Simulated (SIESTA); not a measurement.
# N under changes of volume

One of the cells (21.491 Å³/atom); the others are scaled copies at fixed shape and fractional positions:

```
N
1.0
     5.56052    0.00000    0.00000
     0.00000    5.56052    0.00000
     0.00000    0.00000    5.56052
N
8
Direct
  0.05740 0.44260 0.55740
  0.44260 0.55740 0.05740
  0.55740 0.05740 0.44260
  0.94260 0.94260 0.94260
  0.94260 0.55740 0.44260
  0.55740 0.44260 0.94260
  0.44260 0.94260 0.55740
  0.05740 0.05740 0.05740
```

```yaml
Program: SIESTA 5.4.2
Functional: PBEsol
Potentials_or_basis: PseudoDojo 0.4 standard (PBEsol files)
Basis: DZP (energy shift 0.003 Ry)
Grid_cutoff: 800 Ry
Energy_shift: 0.003 Ry
k_mesh: 4 × 4 × 4
Occupations: fermi-dirac, width 0.05 eV
Spin: no spin polarisation
```

```csv
volume (Å³/atom),energy over the lowest point (meV/atom),pressure (GPa),gap on the mesh (eV),largest force (eV/Å)
20.201,82.53,10.9,7.49,7.988
20.631,56.22,8.7,7.43,6.607
21.061,35.50,6.7,7.38,5.299
21.491,19.92,4.9,7.32,4.064
21.921,?,?,?,?
22.351,2.56,1.7,7.22,1.821
22.780,0.00,0.3,7.16,0.792
```

**Question.** What does the run at 21.921 Å³/atom give?

**Answer.** Energy over the lowest point 9.10 meV/atom; pressure 3.2 GPa; gap on the mesh 7.27 eV; largest force 2.915 eV/Å.

Worked out: A Birch-Murnaghan fit of order 3 (a polynomial in V^(-2/3)) to the other rows has its minimum at 22.86 Å³/atom, just outside them, with B0 = V·E''(V) = 71 GPa and B' = 3.5 at fixed shape and positions, which overstates the stiffness. It gives 9.08 meV/atom at 21.921 Å³/atom, against the run's 9.10, and -dE/dV = 3.2 GPa, against 3.2. A straight line through the other rows of the gap, of slope -2.71 eV per unit of ln V, gives 7.27 eV, against the run's 7.27.

Energies are extrapolated to zero smearing.

Caveats: the basis of atomic orbitals isn't converged, which shifts pressures, moduli and gaps; forces of over 1 eV/Å show positions far from the minimum, so gaps and moduli don't describe the material at rest (some runs).

A mesh can miss the band edges.
